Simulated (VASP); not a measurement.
Set up this calculation in VASP 6.6.1, as the native input.

| Item | Value |
| --- | --- |
| Task | single point |
| Functional | PBE |
| Potentials or basis | VASP PAW PBE potentials, release 64 (Al, N) |
| Cutoff | 520 eV |
| k mesh | 6 × 6 × 4 |
| Occupations | gaussian, width 0.1 eV |
| Spin | no spin polarisation |
| Dipole correction | no |
| Further INCAR settings | ALGO = Normal; EDIFF = 1e-07; NBANDS = 16 |

The structure of AlN (e600) lies in POSCAR:

```
AlN
1.0
    3.1130000000      0.0000000000      0.0000000000
   -1.5565000000      2.6959370820      0.0000000000
    0.0000000000      0.0000000000      4.9810000000
Al N
2 2
Direct
    0.3333333333      0.6666666667      0.0000000000
    0.6666666667      0.3333333333      0.5000000000
    0.3333333333      0.6666666667      0.3800000000
    0.6666666667      0.3333333333      0.8800000000
```

These files were run (other wordings do the same):

INCAR

```
PREC = Accurate
ENCUT = 520
EDIFF = 1E-7
ISMEAR = 0
SIGMA = 0.1
LREAL = F
LASPH = T
NELM = 100
ALGO = Normal
ISIF = 2
LWAVE = F
LCHARG = T
GGA = PE
LELF = T
LVHAR = T
NBANDS = 16
```

KPOINTS

```
regular mesh
0
Gamma
  6 6 4
```

Potentials or basis: VASP PAW PBE potentials, release 64 (Al, N).

Command:

```sh
$ cat potpaw_PBE.64/Al/POTCAR potpaw_PBE.64/N/POTCAR > POTCAR
$ mpirun -np 1 vasp_std > vasp.out
```

Results of the run:

The pressure is 3.5 GPa, the largest force is 0.130 eV/Å and the band gap on the k mesh is 4.22 eV, direct.

Wall time 15 s on 1 thread of Intel(R) Xeon(R) Platinum 8488C (Sapphire Rapids), on a shared host, peak memory 0.15 GiB.
